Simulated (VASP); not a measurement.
# InSb (strained zincblende): one r²SCAN single-point calculation in two programs

```
In Sb
1.0
     0.00000    3.27951    3.27951
     3.23032    0.00000    3.27951
     3.23032    3.27951    0.00000
In Sb
1 1
Cartesian
  0.0000 0.0000 0.0000
  1.6152 1.6398 1.6398
```

The two codes use different PAW datasets and cutoffs. VASP's cell holds 18 valence electrons and Ansatz's 28. Ansatz's stress includes a Pulay correction; VASP's doesn't.

Cutoffs: 520 eV in VASP, 500 eV in Ansatz. k meshes: 6×6×6 and 6×6×6.

```csv
,VASP,Ansatz
gap between bands v and c,0.05 eV,0.05 eV
least direct gap,0.05 eV,0.05 eV
pressure,0.6 GPa,0.6 GPa
```

Band v is the last that the valence electrons fill when counted band by band, and c is the next. Levels in eV from the top of v, Ansatz:

```json
{"point": "Γ", "v−1": "-0.08", "v": "0.00", "c": "0.05", "c+1": "3.16"}
{"point": "X", "v−1": "-2.31", "v": "-2.30", "c": "1.56", "c+1": "1.59"}
{"point": "K", "v−1": "-3.18", "v": "-1.95", "c": "1.86", "c+1": "3.98"}
{"point": "L", "v−1": "-1.11", "v": "-1.01", "c": "0.74", "c+1": "4.02"}
{"point": "W", "v−1": "-2.92", "v": "-2.78", "c": "3.80", "c+1": "4.27"}
```

VASP:

```tsv
point	v−1	v	c	c+1
Γ	-0.08	0.00	0.05	3.14
X	-2.31	-2.30	1.55	1.58
K	-3.19	-1.96	1.85	3.97
L	-1.11	-1.02	0.74	4.01
W	-2.92	-2.79	3.79	4.26
```
